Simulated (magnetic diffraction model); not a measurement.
## Moment size from magnetic intensity in CeNO₃

Space group P2_1/m (no. 11), a = 4.2140 Å, b = 5.0320 Å, c = 5.9800 Å, β = 105.69°.

| site | atom | x | y | z |
| --- | --- | --- | --- | --- |
| 2e | Ce | 0.6682 | 1/4 | 0.3045 |
| 4f | O | 0.2081 | 0.0009 | 0.3459 |
| 2e | O | 0.3468 | 1/4 | 0.8900 |
| 2e | N | 0.9194 | 1/4 | 0.8618 |

The compound is invented for this exercise: a known structure type with other elements, its cell scaled to their sizes and not relaxed.

Only Ce is taken to order (form factors of Ce3+); orders and moment sizes are assumed, and not adapted to the symmetry. Radiation: neutrons of λ = 2.36 Å, 2° to 75°; isotropic B of 0.34 Å² (Ce), 0.55 Å² (O) and 0.6 Å² (N). Simulated constant-wavelength pattern: nuclear and magnetic terms add, the magnetic one as |2.695 fm × Σ f S⊥ exp(2πi Q·r) exp(−B s²)|², summed over all Q at one angle with the factor 1/(sin²θ cos θ). For a modulated order the moment at position r is S exp(−2πi k·r) + c.c., with S = m/2 for a sine wave of amplitude m and S = m(u + iv)/2 for moments turning in a plane, u and v being orthogonal unit vectors in it; the phase factor of the sum at Q = H + k is then exp(2πi H·r). Free-ion form factors, Sears's scattering lengths of 1992, no absorption; a label names one of the reflections at its angle. The strongest nuclear line in the range is 100, and lines under 0.2 are left out.

In a first state the assumed order is k = (0 1/4 0), a sine wave with moments along [001] (amplitudes given), 1.8 μB on Ce; signs + at (0.6682, 1/4, 0.3045), + at (0.3318, 3/4, 0.6955), with this pattern:

| 2θ (°) | index | nuclear | magnetic |
| --- | --- | --- | --- |
| 6.72 | (0 1/4 0) | 0.0 | 53.6 |
| 23.65 | (0 0 1) | 4.1 | 0.0 |
| 31.34 | (0 3/4 1) | 0.0 | 1.9 |
| 33.82 | (1 0 0) | 11.6 | 0.0 |
| 34.52 | (1 1/4 0) | 0.0 | 0.9 |
| 35.78 | (1 0 -1) | 19.3 | 0.0 |
| 36.29 | (0 1 1) | 25.8 | 0.0 |
| 36.45 | (1 1/4 -1) | 0.0 | 0.9 |
| 39.74 | (1 3/4 0) | 0.0 | 2.2 |
| 41.46 | (1 3/4 -1) | 0.0 | 1.0 |
| 41.91 | (0 5/4 1) | 0.0 | 1.6 |
| 43.88 | (1 1 0) | 7.4 | 0.0 |
| 45.47 | (1 1 -1) | 32.0 | 0.0 |
| 46.98 | (1 0 1) | 3.1 | 0.0 |
| 47.51 | (1 1/4 1) | 0.0 | 1.4 |
| 48.40 | (0 0 2) | 13.9 | 0.0 |
(The table stops after 16 lines; 25 more lie at higher angle.)

**Question.** Nearer the ordering temperature the line at 6.72° has total intensity 13.4 on the same scale, and all moments have shrunk alike. How large is the Ce moment?

The nuclear part, 0.0, stays, so the magnetic part is 13.4 against 53.6. It goes as m², so m = 1.8 × √(13.4/53.6) = 0.90 μB; the value used was 0.9 μB.
